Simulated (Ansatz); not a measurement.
# Ti: the cost of one run

Computed with Ansatz 0.2.0 (DFT LDA, scalar-relativistic, plane waves, PAW, unless a step's input says otherwise).

28 further runs of the same task are left out: 28 set aside as unsound or not needed.

## Step 1: The system as given

Symmetry: Fm-3m, No. 225, cubic system. Conventional cell: a = 4.001 Å, b = 4.001 Å, c = 4.001 Å, α = 90.00°, β = 90.00°, γ = 90.00°. Ti (site symmetry m-3m) is surrounded by 12 Ti at 2.83 Å.

As a file:

```cif
data_structure
_symmetry_space_group_name_H-M 'P 1'
_symmetry_Int_Tables_number 1
_cell_length_a 2.8292
_cell_length_b 2.8292
_cell_length_c 2.8292
_cell_angle_alpha 60.000
_cell_angle_beta 60.000
_cell_angle_gamma 60.000
_cell_volume 16.01
loop_
_atom_site_label
_atom_site_type_symbol
_atom_site_fract_x
_atom_site_fract_y
_atom_site_fract_z
_atom_site_occupancy
Ti1 Ti 0.00000 0.00000 0.00000 1
```

It is the result of an earlier relaxation at this level (volume 16.01 Å³/atom; gap on the mesh: none (metal)).

## Step 2: Plan of the line

The energy is mapped over volume and a fixed ferromagnetic moment.

- volume per atom: 7 values from 13.13 to 18.89 Å³
- total spin moment of the cell, held fixed: 9 values from 0.000 to 1.000 μB

Nothing else is relaxed (shape and fractional coordinates fixed). Points are written as (first, second).

## Step 3: The run at (13.13 Å³, 0.500 μB)

input.yaml reads:

```yaml
crystal:
  lattice:
    - [0.0, 1.8724558086, 1.8724558086]
    - [1.8724558086, 0.0, 1.8724558086]
    - [1.8724558086, 1.8724558086, 0.0]
  atoms:
    - { symbol: Ti, position: [0.0, 0.0, 0.0], spin: 0.5 }
basis:
  ecutwfc: 520.0
kpoints:
  mp_grid: { grid: [22, 22, 22] }
hamiltonian:
  xc: lda
scf:
  occupations: { method: gaussian, width: 0.15 }
  lower_state_search: "off"
output:
  forces: true
  stress: true
  eigenvalues: true
  populations: true
magnetization:
  spin_polarized: true
  initial_magnetization: 0.5
  spin_locking: { lock_magnetization: hard }
```

On the command line:

```sh
$ ansatz run input.yaml --threads 1 --pin off --max-ram 2048MiB --backend cpu --events-out ev --progress --plain --runs-dir out
```

What time and memory should one allow on 1 thread of Intel Xeon 6975P-C (Granite Rapids), shared host?

About 6.7 s, with a peak of 0.43 GiB.
